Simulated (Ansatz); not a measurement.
In doubt: masses and optical values from hybrid runs of this build are listed as unsure (in some of the runs), which bears on the screening that GW takes from such a start.

System: BeTe (F-43m).

```cif
data_structure
_symmetry_space_group_name_H-M 'P 1'
_symmetry_Int_Tables_number 1
_cell_length_a 4.0043
_cell_length_b 4.0043
_cell_length_c 4.0043
_cell_angle_alpha 60.000
_cell_angle_beta 60.000
_cell_angle_gamma 60.000
_cell_volume 45.40
loop_
_atom_site_label
_atom_site_type_symbol
_atom_site_fract_x
_atom_site_fract_y
_atom_site_fract_z
_atom_site_occupancy
Be1 Be 0.00000 0.00000 0.00000 1
Te2 Te 0.75000 0.75000 0.75000 1
```

The cell and positions are those that the Materials Project relaxed with its own functionals (PBE, PBE+U or r2SCAN), kept fixed. Spin-orbit coupling is left out unless a run names it.

Gaps computed with Ansatz 0.2.0 without a self-energy: HSE06 2.72 eV, r2SCAN 2.39 eV and PBE0 3.39 eV.

Q: What gap should G0W0 on HSE06 give (6×6×6 mesh, 135 empty bands, screening to 120 eV, PAW set soft_1 files)?

About 3.11 eV: on its mesh the run moves the gap from 2.70 eV by +0.41 eV. Among the scalar-relativistic levels given, PBE0 is nearest (+0.28 eV). Bands and cutoff are finite, so the gap is not at the basis limit. The miss can reach some tenths of an eV and take either sign; the mesh is an error of its own. The many-body steps are scalar-relativistic: spin-orbit coupling is not in them.

[Paths, hosts, dates, memory and timing lines, banners, echoed tables and standing remarks are left out of the program output.]

[Logs are printed without paths, hosts, clocks, repeated set-up lines and the standing remarks that a program may print on its own settings, such as how far it seeks lower states.]

[Runs of the session that timed out or met a known fault of the program may be left out.]

[Cells called generated may have been cut or substituted from an entry of the Crystallography Open Database or the Materials Project.]

[Hosts, paths, dates, database ids (printed as entryN), source tags and the programs' standing remarks are cut or masked in the printed files.]
